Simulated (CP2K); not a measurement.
Runs of CP2K 2026.2 on ZrS2. It takes space group P-3m1 (No. 164, trigonal). The conventional cell has a = 3.691 Å, b = 3.691 Å, c = 6.041 Å, α = 90.00°, β = 90.00°, γ = 120.00°. Zr (site symmetry -3m) is surrounded by 6 S at 2.57 Å. S (site symmetry 3m) is surrounded by 3 Zr at 2.57 Å. The cell is a database's computed one.

```tsv
level	U	PLUS_U_METHOD	gap on the mesh (eV)	largest force (eV/Å)
PBE+U	Zr d U = 2.0 eV	MULLIKEN	1.41	0.03
PBE+U	Zr d U = 6.0 eV	MULLIKEN	(b)	0.03
PBE	-	-	1.05	0.02
PBE+U	Zr d U = 8.0 eV	MULLIKEN	2.57	0.03
PBE+U	Zr d U = 4.0 eV	MULLIKEN	(a)	0.03
```

Alike in all rows: task single point; potentials or basis GTH_POTENTIALS Zr GTH-PBE-q12, S GTH-PBE-q6; DZVP-MOLOPT-SR-GTH basis; no spin polarisation; cell as given; k mesh 6 × 6 × 4; smearing fermi-dirac 0.05 eV.

Question: Fill in the values left out.

Answer: (a) 1.78; (b) 2.18.

Caveats: the basis of atomic orbitals isn't converged, which shifts pressures, moduli and gaps; this program's U acts on Mulliken populations of all basis functions of the shell, so it isn't the U of plane-wave codes (some runs); energies scatter by some meV and the pressure isn't listed (some runs).

A k mesh can miss the band edges, and the runs leave out spin-orbit coupling on Zr.
